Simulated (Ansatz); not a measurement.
# TaN under changes of volume

One of the cells (15.298 Å³/atom); the others are scaled copies at fixed shape and fractional positions:

```xyz
4
Lattice="3.6630 0.0000 0.0000 0.0000 3.6630 0.0000 0.0000 0.0000 4.5605" Properties=species:S:1:pos:R:3 pbc="T T T"
Ta    0.0000    1.8315    0.0000
Ta    1.8315    0.0000    2.2802
N     0.0000    0.0000    1.1401
N     0.0000    0.0000    3.4204
```

The cell comes from a database or a generator and needn't be the stable form of this composition.

- Program: Ansatz 0.2.0
- Functional: PBE
- Potentials or basis: Ansatz PAW
- Cutoff: 420 eV (not typed: the program's choice for these potentials)
- k mesh: 7 × 7 × 6
- Occupations: fermi-dirac, width 0.05 eV
- Spin: no spin polarisation

| volume (Å³/atom) | energy over the lowest point (meV/atom) | pressure (GPa) |
| --- | --- | --- |
| 14.380 | 0.00 | -9.2 |
| 14.686 | 21.43 | -13.1 |
| 14.992 | 49.97 | -16.7 |
| 15.298 | 84.87 | -19.8 |
| 15.604 | 125.36 | -22.5 |
| 15.910 | 170.80 | -25.0 |
| 16.216 | ? | ? |

**Question.** What does the run at 16.216 Å³/atom give?

**Answer.** Energy over the lowest point 220.66 meV/atom; pressure -27.1 GPa.

Worked out: A Birch-Murnaghan fit of order 3 (a polynomial in V^(-2/3)) to the other rows has no minimum within the range. It gives 220.63 meV/atom at 16.216 Å³/atom, against the run's 220.66, and -dE/dV = -27.1 GPa, against -27.1.

Energies are extrapolated to zero smearing.
